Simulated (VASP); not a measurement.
Fe: equation of state with PBE

Crystal: Fe.

```
Fe
1.0
     0.00000    1.82778    1.82778
     1.82778    0.00000    1.82778
     1.82778    1.82778    0.00000
Fe
1
Direct
  0.00000 0.00000 0.00000
```

This isn't the form of Fe at room conditions, which is bcc.

- Program: VASP 6.6.1
- Task: equation of state
- Functional: PBE
- Potentials or basis: VASP PAW PBE potentials, release 64 (Fe)
- Cutoff: 520 eV
- k mesh: 12 × 12 × 12
- Occupations: fermi-dirac, width 0.05 eV
- Spin: collinear spin, ferromagnetic start
- Starting moments: [3.0] μB

```json
{
 "Equilibrium volume": "11.98 Å³/atom (rough: see the caveat)",
 "Bulk modulus": "118 GPa (rough)"
}
```

Energy against volume, from the lowest point:
```csv
volume (Å³/atom),energy (meV/atom)
11.724,2.14
11.968,0.00
12.212,1.88
12.457,7.17
12.701,16.22
12.945,29.15
```

All runs of the series together: 2.7 min on 1 thread of Intel(R) Xeon(R) Platinum 8488C (Sapphire Rapids) (shared host).

Caveat: the fit is doubtful: noisy points or a state that changes with volume.
